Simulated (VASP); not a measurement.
## KTaO3: relaxation of cell and atoms with LDA

Crystal: KTaO3.

```
CELL_PARAMETERS angstrom
3.98830 0.00000 0.00000
0.00000 3.98830 0.00000
0.00000 0.00000 3.98830
ATOMIC_POSITIONS crystal
K 0.50000 0.50000 0.50000
Ta 0.00000 0.00000 0.00000
O 0.50000 0.00000 0.00000
O 0.00000 0.50000 0.00000
O 0.00000 0.00000 0.50000
```

```
Program                : VASP 6.6.1
Task                   : relaxation of cell and atoms
Functional             : LDA
Potentials or basis    : VASP PAW LDA potentials, release 64 (K_sv, Ta_pv, O)
Cutoff                 : 600 eV
k mesh                 : 8 × 8 × 8
Occupations            : gaussian, width 0.03 eV
Spin                   : no spin polarisation
Further INCAR settings : ALGO = Normal; EDIFF = 1e-06; IBRION = 2; EDIFFG = -0.01; NSW = 90; ISIF = 3
```

| Property | Result |
| --- | --- |
| Relaxed volume | 12.41 Å³/atom |
| Relaxed cell | a = 3.959 Å, b = 3.959 Å, c = 3.959 Å, α = 90.00°, β = 90.00°, γ = 90.00° |
| Space group after relaxing (to 0.05 Å) | Pm-3m (No. 221) |
| Energy gained by relaxing | 4.1 meV/atom |
| Ionic steps | 3 |
| Pressure after relaxing | 0.0 GPa |
| Band gap on the k mesh | 2.07 eV, indirect (least direct gap 2.68 eV) |

The path:
| step | energy change (eV) | largest force (eV/Å) | pressure (GPa) | volume (Å³) |
| --- | --- | --- | --- | --- |
| 1 | 0.0000 | 0.0000 | -4.62 | 63.44 |
| 2 | 0.0210 | 0.0000 | 7.24 | 60.14 |
| 3 | -0.0207 | 0.0000 | -0.04 | 62.05 |

Final structure:
```cif
data_structure
_symmetry_space_group_name_H-M 'P 1'
_symmetry_Int_Tables_number 1
_cell_length_a 3.9589
_cell_length_b 3.9589
_cell_length_c 3.9589
_cell_angle_alpha 90.000
_cell_angle_beta 90.000
_cell_angle_gamma 90.000
_cell_volume 62.05
loop_
_atom_site_label
_atom_site_type_symbol
_atom_site_fract_x
_atom_site_fract_y
_atom_site_fract_z
_atom_site_occupancy
K1 K 0.50000 0.50000 0.50000 1
Ta1 Ta 0.00000 0.00000 0.00000 1
O1 O 0.50000 0.00000 0.00000 1
O2 O 0.00000 0.50000 0.00000 1
O3 O 0.00000 0.00000 0.50000 1
```

Levels at points of the mesh, in eV from the valence-band top:
```csv
k point,band 16,band 17,band 18,band 19,band 20,band 21,band 22,band 23
"(0.00, 0.00, 0.00)",-1.11,-0.61,-0.61,-0.61,2.07,2.07,2.07,6.56
"(0.50, 0.00, 0.00)",-2.24,-1.62,-0.85,-0.85,2.24,5.08,5.08,7.07
"(0.50, 0.50, 0.00)",-1.60,-1.48,-1.48,-0.04,5.12,5.12,6.44,7.95
"(0.50, 0.50, 0.50)",-4.02,0.00,0.00,0.00,6.60,6.60,6.60,8.79
```

Wall time 20 s on 2 MPI ranks on Intel(R) Xeon(R) 6975P-C (Granite Rapids), with other jobs on the host, peak memory 0.2 GiB a rank.

Caveat: spin-orbit coupling is left out, which moves the levels of the heavy elements. LDA usually gives volumes a few per cent too small.
